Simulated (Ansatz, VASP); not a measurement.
## One calculation of Re, two programs

```
Re
1.0
     2.73849    0.00000    0.00000
    -1.36925    2.37160    0.00000
     0.00000    0.00000    4.41102
Re
2
Direct
  0.33333 0.66667 0.25000
  0.66667 0.33333 0.75000
```

Alike in both runs: functional LDA; k mesh 13 × 13 × 7; no spin polarisation.

Ansatz relaxed the structure, and its values are those at the end. VASP's run is a single point on that final structure, the one shown.

|  | VASP | Ansatz |
| --- | --- | --- |
| version | VASP 6.6.1 | Ansatz 0.2.0 |
| potentials or method | VASP PAW LDA potentials, release 64 (Re) | plane waves, PAW |
| plane-wave cutoff (eV) | 520 | 420 |
| occupations | methfessel-paxton of order 1, width 0.1 eV | cold |
| valence electrons in the cell | 14 | 30 |

|  | VASP | Ansatz | Ansatz less VASP |
| --- | --- | --- | --- |
| pressure (GPa) | 1.6 | 0.0 | -1.57 |

The two sets of potentials don't hold the same shells in valence.

Spin-orbit coupling is left out, which matters for the levels of Re.
